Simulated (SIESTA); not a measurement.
## C under changes of volume

One of the cells (5.785 Å³/atom); the others are scaled copies at fixed shape and fractional positions:

```xyz
8
Lattice="2.5388 0.0000 0.0000 -1.2694 2.1987 0.0000 0.0000 0.0000 8.2917" Properties=species:S:1:pos:R:3 pbc="T T T"
C     1.2694    0.7329    6.9961
C     0.0000    1.4658    2.8503
C     1.2694    0.7329    5.4414
C     0.0000    1.4658    1.2956
C     0.0000    0.0000    7.5143
C     0.0000    0.0000    3.3685
C     0.0000    0.0000    4.9232
C     0.0000    0.0000    0.7773
```

This is a hexagonal form of diamond, not graphite.

* Program: SIESTA 5.4.2
* Functional: PBE
* Potentials or basis: PseudoDojo 0.4 standard (PBE files)
* Basis: DZP (energy shift 0.003 Ry)
* Grid cutoff: 500 Ry
* Energy shift: 0.003 Ry
* k mesh: 12 × 12 × 4
* Occupations: fermi-dirac, width 0.05 eV
* Spin: no spin polarisation

| volume (Å³/atom) | energy over the lowest point (meV/atom) | pressure (GPa) | gap on the mesh (eV) | largest force (eV/Å) |
| --- | --- | --- | --- | --- |
| 5.332 | 59.55 | 42.4 | 4.72 | 0.366 |
| 5.445 | 33.65 | 31.0 | 4.67 | 0.355 |
| 5.559 | 15.48 | 20.5 | 4.61 | 0.343 |
| 5.785 | 0.00 | 1.9 | 4.51 | 0.320 |
| 5.899 | 1.54 | -6.2 | 4.46 | 0.309 |
| 6.012 | ? | ? | ? | ? |

Q: What does the run at 6.012 Å³/atom give?

A: Energy over the lowest point 8.59 meV/atom; pressure -13.6 GPa; gap on the mesh 4.41 eV; largest force 0.298 eV/Å.

Worked out: A Birch-Murnaghan fit of order 3 (a polynomial in V^(-2/3)) to the other rows has its minimum at 5.81 Å³/atom with B0 = V·E''(V) = 424 GPa and B' = 3.5 at fixed shape and positions, which overstates the stiffness. It gives 8.50 meV/atom at 6.012 Å³/atom, against the run's 8.59, and -dE/dV = -13.5 GPa, against -13.6. A straight line through the other rows of the gap, of slope -2.59 eV per unit of ln V, extrapolates to 4.41 eV, against the run's 4.41.

Energies are extrapolated to zero smearing.

Caveats: the basis of atomic orbitals isn't converged, which shifts pressures, moduli and gaps.

A mesh can miss the band edges.
